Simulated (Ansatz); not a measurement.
InSe:

```
In Se
1.0
     2.00000    1.15470    8.44000
    -2.00000    1.15470    8.44000
     0.00000   -2.30940    8.44000
In Se
2 2
Direct
  0.88860 0.88860 0.88860
  0.00000 0.00000 0.00000
  0.17190 0.17190 0.17190
  0.38350 0.38350 0.38350
```

- Program: Ansatz 0.2.0
- Task: relaxation of cell and atoms
- Functional: PBE
- Dispersion: D3(BJ)
- Potentials or basis: Ansatz PAW
- Cutoff: 420 eV (not typed: the program's choice for these potentials)
- k mesh: 8 × 8 × 8
- Occupations: fermi-dirac, width 0.05 eV
- Spin: no spin polarisation

At the start: volume 29.24 Å³/atom.

Problem. Where does the relaxation end?

Solution. It ends after 5 steps and the volume is 29.32 Å³/atom (+0.3 %); space group R3m (No. 160, to 0.05 Å).

Step by step:
```tsv
step	energy change (eV)	largest force (eV/Å)	volume (Å³)
1	0.0000	0.3707	116.95
2	-0.0164	0.0035	117.66
3	-0.0173	0.0144	117.20
4	-0.0174	0.0059	117.29
5	-0.0175	0.0057	117.29
```

Final structure:
```xyz
4
Lattice="2.0195 1.1659 8.3019 -2.0195 1.1659 8.3019 0.0000 -2.3319 8.3019" Properties=species:S:1:pos:R:3 pbc="T T T"
In    0.0000    0.0000   22.1224
In    0.0000    0.0000    0.0093
Se    0.0000    0.0000    4.2384
Se    0.0000    0.0000    9.5935
```

Caveat: the plane-wave basis is chosen anew once the cell has moved, so the energies of steps on either side of that aren't comparable.
